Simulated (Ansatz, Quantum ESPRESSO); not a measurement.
## Ag: programs and potentials compared

```
Ag
1.0
     2.88620    0.00000    0.00000
    -1.44310    2.49952    0.00000
     0.00000    0.00000   10.00000
Ag
4
Direct
  0.00000 0.00000 0.50000
  0.00000 0.00000 0.00000
  0.66667 0.33333 0.75000
  0.33333 0.66667 0.25000
```

This isn't the form of Ag at room conditions, which is fcc.

Alike in all runs: task band structure; functional PBEsol; k mesh 11 × 11 × 3; occupations fermi-dirac, width 0.05 eV; no spin polarisation; no spin-orbit coupling. Pressure is positive in compression and, in plane waves, holds the error of the finite cutoff, which Ansatz's Pulay term estimates and takes out.

```csv
program and potentials,plane-wave cutoff (eV),notes,pressure (GPa)
"Ansatz, Ansatz PAW",420,"potentials made for PBE, which Ansatz adapts in part; Pulay term of +0.04 GPa included",-7.14
"Ansatz, all-electron LAPW, scalar-relativistic",-,-,-7.15
"Quantum ESPRESSO, GBRV 1.5 PBEsol",762,-,-7.48
```

The pressure spans -7.48 (Quantum ESPRESSO, GBRV 1.5 PBEsol) to -7.14 GPa (Ansatz, Ansatz PAW), with all-electron results at -7.15.

Differences between rows come from potentials, basis sets and numerical settings, since the functional is the same but for its coding. Runs on potential files found faulty are left out.
